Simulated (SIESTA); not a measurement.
ZrC:

```xyz
2
Lattice="0.0000 2.3650 2.3650 2.3650 0.0000 2.3650 2.3650 2.3650 0.0000" Properties=species:S:1:pos:R:3 pbc="T T T"
Zr    2.3650    2.3650    2.3650
C     0.0000    0.0000    0.0000
```

Base run:

* Program: SIESTA 5.4.2
* Functional: PBEsol
* Potentials or basis: PseudoDojo 0.4 standard (PBEsol files)
* Basis: DZP (energy shift 0.003 Ry; two zetas on semicore shells)
* Grid cutoff: 800 Ry
* Energy shift: 0.003 Ry
* k mesh: 10 × 10 × 10
* Occupations: fermi-dirac, width 0.05 eV
* Spin: no spin polarisation

Its results: band gap on the k mesh none (metal or under the smearing width); pressure -6.4 GPa.

Problem. The run is repeated on the same cell with these changes: functional from PBEsol to LDA; potentials or basis from PseudoDojo 0.4 standard (PBEsol files) to PseudoDojo 0.4 standard (LDA files). What comes out?

Solution. Band gap on the k mesh none (metal or under the smearing width); pressure -10.3 GPa.

Caveats: the basis of atomic orbitals isn't converged, which shifts pressures, moduli and gaps.
